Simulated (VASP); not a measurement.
HfO2: relaxation of cell and atoms with LDA

HfO2:

```xyz
6
Lattice="3.6043 0.0000 0.0000 0.0000 3.6043 0.0000 0.0000 0.0000 5.2636" Properties=species:S:1:pos:R:3 pbc="T T T"
Hf    1.8022    1.8022    2.6318
Hf    0.0000    0.0000    0.0000
O     0.0000    1.8022    3.6492
O     1.8022    0.0000    4.2461
O     1.8022    0.0000    1.6144
O     0.0000    1.8022    1.0174
```

Measurements of this composition are mostly on another form, of space group No. 14.

```yaml
Program: VASP 6.6.1
Task: relaxation of cell and atoms
Functional: LDA
Potentials_or_basis: VASP PAW LDA potentials, release 64 (Hf_pv, O)
Cutoff: 600 eV
k_mesh: 6 × 6 × 4
Occupations: fermi-dirac, width 0.05 eV
Spin: no spin polarisation
Further_INCAR_settings: ALGO = Normal; EDIFF = 1e-07; IBRION = 2; EDIFFG = -0.01; NSW = 40; ISIF = 3
```

```
Relaxed volume                         : 10.50 Å³/atom
Relaxed cell                           : a = 3.524 Å, b = 3.524 Å, c = 5.071 Å, α = 90.00°, β = 90.00°, γ = 90.00°
Space group after relaxing (to 0.05 Å) : P4_2/nmc (No. 137)
Energy gained by relaxing              : 46.7 meV/atom
Ionic steps                            : 16
Pressure after relaxing                : -0.1 GPa
Largest force after relaxing           : 0.009 eV/Å
Band gap on the k mesh                 : 4.52 eV, indirect (least direct gap 4.64 eV)
```

Forces in eV/Å, atoms in the order of the input:
```
Hf   0.000  0.000  0.000
Hf   0.000  0.000  0.000
O    0.000  0.000  0.009
O    0.000  0.000 -0.009
O    0.000  0.000 -0.009
O    0.000  0.000  0.009
```

Stress tensor (GPa, compression positive):
```
-0.14  0.00  0.00
 0.00 -0.14  0.00
 0.00  0.00  0.03
```

The path:
```
step  energy change (eV)  largest force (eV/Å)  pressure (GPa)  volume (Å³)
   1              0.0000                0.1506          -16.34        68.38
   2              0.4546                1.1372           37.25        57.51
   3             -0.2397                0.2578           -0.71        64.09
   4             -0.2399                0.2702           -0.24        63.98
   5             -0.2398                0.2796            0.15        63.89
   6             -0.2542                0.2418            0.26        63.66
   7             -0.2668                0.1451            0.92        62.95
   8             -0.2679                0.1646            0.72        63.11
   9             -0.2773                0.0602           -0.61        63.25
  10             -0.2786                0.0115           -1.25        63.32
  11             -0.2793                0.0123            0.86        62.78
  12             -0.2801                0.0119           -0.02        63.01
  13             -0.2802                0.0139            0.07        62.98
  14             -0.2802                0.0151            0.13        62.96
  15             -0.2802                0.0080           -0.12        63.00
  16             -0.2802                0.0090           -0.08        62.99
```

Final structure:
```
Hf O
1.0
     3.52446    0.00000    0.00000
     0.00000    3.52446    0.00000
     0.00000    0.00000    5.07101
Hf O
2 4
Direct
  0.50000 0.50000 0.50000
  0.00000 0.00000 0.00000
  0.00000 0.50000 0.70571
  0.50000 0.00000 0.79429
  0.50000 0.00000 0.29429
  0.00000 0.50000 0.20571
```

Levels at points of the mesh, in eV from the valence-band top:
```tsv
k point	band 19	band 20	band 21	band 22	band 23	band 24	band 25	band 26
(0.00, 0.00, 0.00)	-0.49	-0.14	-0.14	-0.12	4.52	4.54	5.64	6.18
(0.50, 0.00, 0.00)	-1.55	-1.55	-0.16	-0.16	4.99	4.99	6.10	6.10
(0.50, 0.50, 0.00)	-0.93	-0.93	-0.35	-0.35	5.39	5.39	6.14	6.14
(0.00, 0.00, 0.50)	-0.54	-0.54	-0.05	-0.05	5.27	5.27	5.53	5.53
(0.50, 0.00, 0.50)	-1.44	-1.44	-1.10	-1.10	5.18	5.18	5.47	5.47
(0.50, 0.50, 0.50)	-1.38	-1.38	0.00	0.00	5.92	5.92	6.07	6.07
```

It took 2.2 min on 8 MPI ranks on Intel(R) Xeon(R) Platinum 8259CL CPU @ 2.50GHz (Skylake/Cascade Lake), on a shared host, peak memory 0.25 GiB a rank.

Caveat: spin-orbit coupling is left out, which moves the levels of the heavy elements. A k mesh can miss the band edges.
